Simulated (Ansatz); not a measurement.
Band gaps on a Γ-centred 6×6×6 mesh, computed with PBE in Ansatz (plane waves, PAW datasets (generated hard set); cutoff 700 eV), no spin polarisation, no spin–orbit coupling.

(1) Which crystal has a gap of 3.33 eV, indirect?
A. Si (diamond, a = 5.470 Å)
B. CaO (rock salt, a = 4.830 Å)
C. ZnSe (zinc blende, a = 5.740 Å)
D. HfO2 (fluorite, a = 5.070 Å)
E. SrO (rock salt, a = 5.200 Å)
F. CeO2 (fluorite, a = 5.460 Å)

Results:

(1) E. SrO 3.33 eV, indirect; CaO 3.65 eV, indirect; HfO2 3.78 eV, direct; Si 0.75 eV, indirect; ZnSe 1.14 eV, direct; CeO2 2.03 eV, indirect.

Model structures, not the usual forms at ambient conditions (metastable or hypothetical): HfO2 (fluorite type). A gap read on the mesh is an upper bound of this method's gap, since the mesh can miss a band edge. Spin–orbit coupling is left out; with heavy elements it can shift the gap and split levels by tenths of an eV. Semilocal functionals give gaps that mostly lie well below measured ones.
